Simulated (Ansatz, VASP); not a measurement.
**Te2Mo: VASP beside Ansatz**

File INCAR:

```
SYSTEM = Te2Mo
  PREC = Accurate
  ENCUT = 520
  EDIFF = 1E-6
  ISMEAR = 0
  SIGMA = 0.05
  LREAL = .FALSE.
  LASPH = .TRUE.
  NELM = 100
  ALGO = Normal
  ISIF = 2
  LWAVE = .FALSE.
  LCHARG = .TRUE.
  GGA = CA
  LELF = .TRUE.
  LVHAR = .TRUE.
  NBANDS = 20
```

Contents of KPOINTS:

```
regular mesh
0
G
  9 9 2
  0 0 0
```

Contents of POSCAR:

```
Te2Mo
1.0
    3.5602328140      0.0000000000      0.0000000000
   -1.7801164070      3.0832520603      0.0000000000
    0.0000000000      0.0000000000     16.8230955072
Te Mo
2 1
Direct
    0.3333333333      0.6666666667      0.8978554500
    0.3333333333      0.6666666667      0.1021445500
    0.0000000000      0.0000000000      0.0000000000
```

Input for Ansatz:

```yaml
crystal:
  lattice:
    - [3.560232814, 0.0, 0.0]
    - [-1.780116407, 3.0832520603, 0.0]
    - [0.0, 0.0, 16.8230955072]
  atoms:
    - { symbol: Te, position: [0.3333333333, 0.6666666667, 0.89785545] }
    - { symbol: Te, position: [0.3333333333, 0.6666666667, 0.10214455] }
    - { symbol: Mo, position: [0.0, 0.0, 0.0] }
basis:
  ecutwfc: 420
kpoints:
  mp_grid: { grid: [9, 9, 2] }
hamiltonian:
  xc: lda
scf:
  occupations: { method: gaussian, width: 0.05 }
output:
  forces: true
  stress: true
  eigenvalues: true
```

Change from the starting cell: strain -0.0400 x Voigt [0, 0, 1, 0, 0, 0], atoms carried along.

Alike in both runs: task single point; functional LDA; k mesh 9 × 9 × 2; occupations gaussian, width 0.05 eV; no spin polarisation.

```csv
,VASP,Ansatz
version,VASP 6.6.1,Ansatz 0.2.0
potentials or method,"VASP PAW LDA potentials, release 64 (Te, Mo_sv)","scalar-relativistic, plane waves, PAW"
plane-wave cutoff (eV),520,420
valence electrons in the cell,26,46
```

Ansatz gave:

```
gap on the k mesh at the Fermi level (eV) : 0.96
least direct gap on the mesh (eV)         : 0.96
rms of the force components (eV/Å)        : 0.298
```

Q: What did VASP give for the same quantities?

A: gap on the k mesh at the Fermi level (eV): 0.96; least direct gap on the mesh (eV): 0.96; rms of the force components (eV/Å): 0.328.

Atom by atom the forces differ by 0.030 eV/Å (rms over components). The two sets of potentials don't hold the same shells in valence.

Caveats: spin-orbit coupling is left out, which moves the levels of the heavy elements.
